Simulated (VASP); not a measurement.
BiTe: equation of state with PBE+D3(BJ)

BiTe:

```
Bi Te
1.0
     2.41061    1.39176    3.16642
    -2.41061    1.39176    3.16642
     0.00000   -2.78353    3.16642
Bi Te
1 1
Cartesian
  0.0000 0.0000 4.7496
  0.0000 0.0000 0.0000
```

The cell comes from a database or a generator and needn't be the stable form of this composition.

```json
{
 "Program": "VASP 6.6.1",
 "Task": "equation of state",
 "Functional": "PBE",
 "Dispersion": "D3(BJ)",
 "Potentials or basis": "VASP PAW PBE potentials, release 64 (Bi_d, Te)",
 "Cutoff": "520 eV",
 "k mesh": "6 × 6 × 6",
 "Occupations": "fermi-dirac, width 0.05 eV",
 "Spin": "no spin polarisation",
 "Ladder": "gaps",
 "Further INCAR settings": "ALGO = Normal; EDIFF = 1e-06"
}
```

The equilibrium volume is 31.89 Å³/atom and the bulk modulus at fixed shape and positions is 55 GPa. The pressure derivative of the bulk modulus is 4.8 (rough: it moves with the points fitted).

Energy against volume, from the lowest point:
```
volume (Å³/atom)  energy (meV/atom)
          30.595               9.79
          31.233               2.41
          31.870               0.00
          32.507               2.01
          33.145               7.97
```

All runs of the series together: 110 s on 1 thread of Intel(R) Xeon(R) Platinum 8259CL CPU @ 2.50GHz (Skylake/Cascade Lake) (shared host).

Caveat: the cell was scaled at fixed shape and fractional positions, which overstates the stiffness of a crystal with free parameters, most of all of layers and chains; spin-orbit coupling is left out, which moves the levels of the heavy elements.
